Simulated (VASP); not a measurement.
# InPd (Pm-3m) in VASP: a series of runs, part 2 of 2

VASP 6.6.1. The steps go on from the part before.

## Step 4: Single point, r2SCAN

Contents of INCAR:

```
  PREC = Accurate
  ENCUT = 400
  EDIFF = 1E-6
  ISMEAR = 0
  SIGMA = 0.1
  LREAL = F
  LASPH = T
  NELM = 100
  ALGO = Normal
  ISIF = 2
  LWAVE = F
  LCHARG = F
  METAGGA = R2SCAN
  LMIXTAU = T
  ADDGRID = F
```

Contents of KPOINTS:

```
regular mesh
0
Gamma
  6 6 6
```

Contents of POSCAR:

```
InPd
1.0
    3.2718847800      0.0000000000      0.0000000000
    0.0000000000      3.2718847800      0.0000000000
    0.0000000000      0.0000000000      3.2718847800
In Pd
1 1
Direct
    0.0076950000     -0.0345290000      0.0307480000
    0.5133770000      0.5169540000      0.5028010000
```

Potentials or basis: VASP PAW PBE potentials, release 64 (In_d, Pd).

Launch:

```sh
$ cat potpaw_PBE.64/In_d/POTCAR potpaw_PBE.64/Pd/POTCAR > POTCAR
$ mpirun -np 1 vasp_std > vasp.out
```

OUTCAR:

```text
PREC = Accurate
   ENCUT = 400
   EDIFF = 1E-6
   ISMEAR = 0
   LREAL = F
   LASPH = T
   NELM = 100
   ISIF = 2
   METAGGA = R2SCAN

 Found    112 irreducible k-points:

 Following reciprocal coordinates:
            Coordinates               Weight
  0.000000  0.000000  0.000000      1.000000
  0.166667  0.000000  0.000000      2.000000
  0.000000  0.166667  0.000000      2.000000
  0.000000  0.000000  0.166667      2.000000
  0.333333  0.000000  0.000000      2.000000
  0.000000  0.333333  0.000000      2.000000
   k-points           NKPTS =    112   k-points in BZ     NKDIM =    112   number of bands    NBANDS=     15
   number of dos      NEDOS =    301   number of ions     NIONS =      2
   total plane-waves  NPLWV =  13824
   dimension x,y,z NGX =    24 NGY =   24 NGZ =   24
   dimension x,y,z NGXF=    48 NGYF=   48 NGZF=   48
   ions per type =               1   1
   NGX,Y,Z   is equivalent  to a cutoff of  12.19, 12.19, 12.19 a.u.
   NGXF,Y,Z  is equivalent  to a cutoff of  24.39, 24.39, 24.39 a.u.
 SYSTEM =  unknown system
   PREC   = accura    normal or accurate (medium, high low for compatibility)
   ISTART =      0    job   : 0-new  1-cont  2-samecut
   ICHARG =      2    charge: 1-file 2-atom 10-const
   ISPIN  =      1    spin polarized calculation?
   LNONCOLLINEAR =      F non collinear calculations
[... 62 lines left out ...]
  band No.  band energies     occupation
      1      -5.1379      2.00000
      2      -5.1359      2.00000
      3      -4.7267      2.00000
      4      -4.7092      2.00000
      5      -4.7028      2.00000
      6      -0.0409      2.00000
      7       6.3245      2.00000
      8       6.3431      2.00000
      9       7.9479      2.00000
     10       7.9542      2.00000
     11       7.9593      2.00000
     12      14.9397      0.00000
     13      14.9789      0.00000
     14      15.0773      0.00000
[... 77 lines left out ...]
      2      -4.8634      2.00000
      3      -4.7977      2.00000
      4      -4.7945      2.00000
      5      -4.6930      2.00000
      6       1.7648      2.00000
      7       5.8967      2.00000
      8       6.3720      2.00000
      9       7.1705      2.00000
     10       7.1886      2.00000
     11       7.9086      2.00000
     12       9.8797      2.00000
     13      17.9651      0.00000
     14      17.9810      0.00000
     15      20.7962      0.00000

 [... further k-points ...]
[... 5 lines left out ...]
  --------------------------------------------------------------------------------------
  -------------------------------------------------------------------------------------
  Total        0.5009051      0.2903588      0.4342255      0.0740757     -0.3541037     -0.0428746
  in kB       22.9124775     13.2816339     19.8624100      3.3883811    -16.1974664     -1.9611770
  external PRESSURE =      18.6855071 kB  Pullay stress =       0.0000000 kB

 VOLUME and BASIS-vectors are now :
 -----------------------------------------------------------------------------
  energy-cutoff  :      400.00
  volume of cell :       35.03
      direct lattice vectors                 reciprocal lattice vectors
     3.271884780  0.000000000  0.000000000     0.305634234  0.000000000  0.000000000
     0.000000000  3.271884780  0.000000000     0.000000000  0.305634234  0.000000000
     0.000000000  0.000000000  3.271884780     0.000000000  0.000000000  0.305634234

 POSITION                                       TOTAL-FORCE (eV/Angst)
 -----------------------------------------------------------------------------------
      0.02518      3.15891      0.10060         0.089188      0.711875     -0.420893
      1.67971      1.69141      1.64511        -0.089188     -0.711875      0.420893
 -----------------------------------------------------------------------------------
    total drift:                                0.001064      0.001879     -0.000354

  FREE ENERGIE OF THE ION-ELECTRON SYSTEM (eV)
  ---------------------------------------------------
  free  energy   TOTEN  =       -46.5331246402 eV

  energy  without entropy=      -46.5308685165  energy(sigma->0) =      -46.53199658
```

OSZICAR:

```text
N       E                     dE             d eps       ncg     rms          rms(c)
DAV:   1     0.107684341208E+03    0.10768E+03   -0.99497E+03  3395   0.174E+03
DAV:   2    -0.449255518215E+02   -0.15261E+03   -0.14876E+03  3514   0.380E+02
DAV:   3    -0.518607018766E+02   -0.69352E+01   -0.68812E+01  4228   0.906E+01
DAV:   4    -0.519943755200E+02   -0.13367E+00   -0.13365E+00  4369   0.114E+01
DAV:   5    -0.519994624144E+02   -0.50869E-02   -0.50868E-02  4906   0.194E+00    0.884E+00
DAV:   6    -0.466184918474E+02    0.53810E+01   -0.49460E+00  3507   0.360E+01    0.397E+00
DAV:   7    -0.464954929153E+02    0.12300E+00   -0.54032E-01  3661   0.940E+00    0.253E+00
DAV:   8    -0.465200509350E+02   -0.24558E-01   -0.14754E-01  3808   0.336E+00    0.137E+00
DAV:   9    -0.465189818074E+02    0.10691E-02   -0.84763E-02  3577   0.336E+00    0.315E-01
DAV:  10    -0.465321478232E+02   -0.13166E-01   -0.26307E-02  3647   0.199E+00    0.204E-01
DAV:  11    -0.465308084859E+02    0.13393E-02   -0.53765E-03  3710   0.796E-01    0.213E-01
DAV:  12    -0.465328752246E+02   -0.20667E-02   -0.13542E-03  3696   0.375E-01    0.894E-02
DAV:  13    -0.465327894123E+02    0.85812E-04   -0.38164E-04  3969   0.201E-01    0.547E-02
DAV:  14    -0.465329812560E+02   -0.19184E-03   -0.21556E-04  3619   0.140E-01    0.595E-02
DAV:  15    -0.465331166499E+02   -0.13539E-03   -0.10959E-04  3535   0.117E-01    0.156E-02
DAV:  16    -0.465331205901E+02   -0.39402E-05   -0.35908E-06  4234   0.166E-02    0.231E-02
DAV:  17    -0.465331238169E+02   -0.32268E-05   -0.93568E-07  2177   0.117E-02    0.181E-02
DAV:  18    -0.465331246402E+02   -0.82330E-06   -0.88638E-07  1975   0.117E-02
   1 F= -.46533125E+02 E0= -.46531997E+02  d E =-.225612E-02
```

stdout:

```text
POSCAR found type information on POSCAR InPd
 POSCAR found :  2 types and       2 ions
 scaLAPACK will be used
 -----------------------------------------------------------------------------
|                                                                             |
|                                                                             |
|     You enforced a specific xc type in the INCAR file but a different       |
|     I HOPE YOU KNOW WHAT YOU ARE DOING!                                     |
|                                                                             |
 -----------------------------------------------------------------------------

 LDA part: xc-table for (None), standard interpolation
 POSCAR, INCAR and KPOINTS ok, starting setup
 FFT: planning ... GRIDC
 FFT: planning ... GRID_SOFT
 FFT: planning ... GRID
 WAVECAR not read
 entering main loop
```

Wall time 52 s (1 thread of Intel Xeon 6975P-C (Granite Rapids), shared host); peak memory 0.18 GiB.

The run converged, but some of its settings lie outside the range that counts as converged, so its numbers aren't taken as properties of the crystal.

Results:

| Property | Result |
| --- | --- |
| Free energy | -46.5331 eV |
| Pressure | 1.9 GPa |
| Largest force | 0.832 eV/Å |
| Band gap on the k mesh | none (metal or under the smearing width) |

Caveat: the PAW data sets were made with another functional, which shifts forces and pressure a little.

## Step 5: Single point, r2SCAN

Changes to INCAR since step 4:

```diff
@@ -4,3 +4,3 @@
   ISMEAR = 0
-  SIGMA = 0.1
+  SIGMA = 0.05
   LREAL = F
```

KPOINTS is that of step 4.

Contents of POSCAR:

```
InPd
1.0
    3.2718847800      0.0000000000      0.0000000000
    0.0000000000      3.2718847800      0.0000000000
    0.0000000000      0.0000000000      3.2718847800
In Pd
1 1
Direct
    0.0000000000      0.0000000000      0.0000000000
    0.5000000000      0.5000000000      0.5000000000
```

Launch:

```sh
$ cat potpaw_PBE.64/In_d/POTCAR potpaw_PBE.64/Pd/POTCAR > POTCAR
$ mpirun -np 1 vasp_std > vasp.out
```

It took 14 s on 1 thread of Intel Xeon 6975P-C (Granite Rapids), shared host; peak memory 0.14 GiB.

The run converged, but some of its settings lie outside the range that counts as converged, so its numbers aren't taken as properties of the crystal.

What came out:

| Item | Value |
| --- | --- |
| Free energy | -46.6096 eV |
| Pressure | 0.0 GPa |
| Band gap on the k mesh | none (metal or under the smearing width) |

Caveat: the PAW data sets were made with another functional, which shifts forces and pressure a little.

## Step 6: Single point, r2SCAN

INCAR is that of step 5.

KPOINTS is that of step 5.

Contents of POSCAR:

```
InPd
1.0
    3.2718847800      0.0000000000      0.0000000000
    0.0000000000      3.2718847800      0.0000000000
    0.0000000000      0.0000000000      3.2718847800
In Pd
1 1
Direct
    0.0076950000     -0.0345290000      0.0307480000
    0.5133770000      0.5169540000      0.5028010000
```

Potentials or basis: VASP PAW PBE potentials, release 64 (In_d, Pd).

Launch:

```sh
$ cat potpaw_PBE.64/In_d/POTCAR potpaw_PBE.64/Pd/POTCAR > POTCAR
$ mpirun -np 1 vasp_std > vasp.out
```

It took 52 s on 1 thread of Intel Xeon 6975P-C (Granite Rapids), shared host; peak memory 0.17 GiB.

These settings aren't checked as converged: the numbers below hold their error.

What came out:

- Free energy: -46.5324 eV
- Pressure: 1.9 GPa
- Largest force: 0.832 eV/Å
- Band gap on the k mesh: none (metal or under the smearing width)

Caveat: the PAW data sets were made with another functional, which shifts forces and pressure a little.
